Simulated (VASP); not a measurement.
Set up this calculation in VASP 6.6.1, as the native input.

| Property | Result |
| --- | --- |
| Task | single point |
| Functional | HSE(alpha, omega) |
| Potentials or basis | VASP PAW PBE potentials, release 64 (Bi_d, Te) |
| Cutoff | 520 eV |
| k mesh | 4 × 4 × 4 |
| Occupations | fermi-dirac, width 0.05 eV |
| Spin | no spin polarisation |
| Screening parameter | 0.6 |
| Grid for exact exchange (PRECFOCK) | Fast |
| Further INCAR settings | ALGO = Normal; EDIFF = 1e-07 |

BiTe:

```xyz
2
Lattice="0.0000 3.2350 3.2350 3.2350 0.0000 3.2350 3.2350 3.2350 0.0000" Properties=species:S:1:pos:R:3 pbc="T T T"
Bi    0.0000    0.0000    0.0000
Te    3.2350    3.2350    3.2350
```

These files were run (other wordings do the same):

POSCAR

```
BiTe
1.0
    0.0000000000      3.2350000000      3.2350000000
    3.2350000000      0.0000000000      3.2350000000
    3.2350000000      3.2350000000      0.0000000000
Bi Te
1 1
Direct
    0.0000000000      0.0000000000      0.0000000000
    0.5000000000      0.5000000000      0.5000000000
```

INCAR.step1

```
PREC     = Accurate       # precision mode
ENCUT    = 520            # plane-wave cutoff, eV
EDIFF    = 1E-5           # SCF threshold, eV
ISMEAR   = -1             # smearing method
SIGMA    = 0.05           # smearing width, eV
LREAL    = F              # projectors in reciprocal space
LASPH    = T              # aspherical terms in the spheres
NELM     = 80             # most SCF steps
ALGO     = Normal         # electronic algorithm
ISIF     = 2              # what is computed and relaxed
LWAVE    = T              # write WAVECAR
LCHARG   = F              # write CHGCAR
GGA      = PE             # functional
```

INCAR.step2

```
PREC     = Accurate       # precision mode
ENCUT    = 520            # plane-wave cutoff, eV
EDIFF    = 1E-7           # SCF threshold, eV
ISMEAR   = -1             # smearing method
SIGMA    = 0.05           # smearing width, eV
LREAL    = F              # projectors in reciprocal space
LASPH    = T              # aspherical terms in the spheres
NELM     = 80             # most SCF steps
ALGO     = Normal         # electronic algorithm
ISIF     = 2              # what is computed and relaxed
LWAVE    = F              # write WAVECAR
LCHARG   = F              # write CHGCAR
GGA      = PE             # functional
LHFCALC  = T              # exact exchange
HFSCREEN = 0.6            # screening, 1/A
AEXX     = 0.25           # exact-exchange fraction
PRECFOCK = Fast         
ISTART   = 1
```

KPOINTS

```
Automatic mesh
0
Gamma
  4 4 4
```

Potentials or basis: VASP PAW PBE potentials, release 64 (Bi_d, Te).

Command:

```bash
$ cat potpaw_PBE.64/Bi_d/POTCAR potpaw_PBE.64/Te/POTCAR > POTCAR
$ cp INCAR.step1 INCAR
$ mpirun -np 1 vasp_std > vasp.out
$ cp INCAR.step2 INCAR
$ mpirun -np 1 vasp_std > vasp.out
```

It gave:

```json
{
  "Pressure": "-0.3 GPa",
  "Band gap on the k mesh": "none (metal or under the smearing width)"
}
```

Caveat: the k mesh is coarse (spacing up to 0.42 Å⁻¹), so the values aren't converged, least of all with exact exchange; the PAW data sets were made with another functional, which shifts forces and pressure a little; spin-orbit coupling is left out, which moves the levels of the heavy elements.

It took 5.8 min on 1 thread of Intel(R) Xeon(R) Platinum 8259CL CPU @ 2.50GHz (Skylake/Cascade Lake) (shared host), peak memory 0.31 GiB.
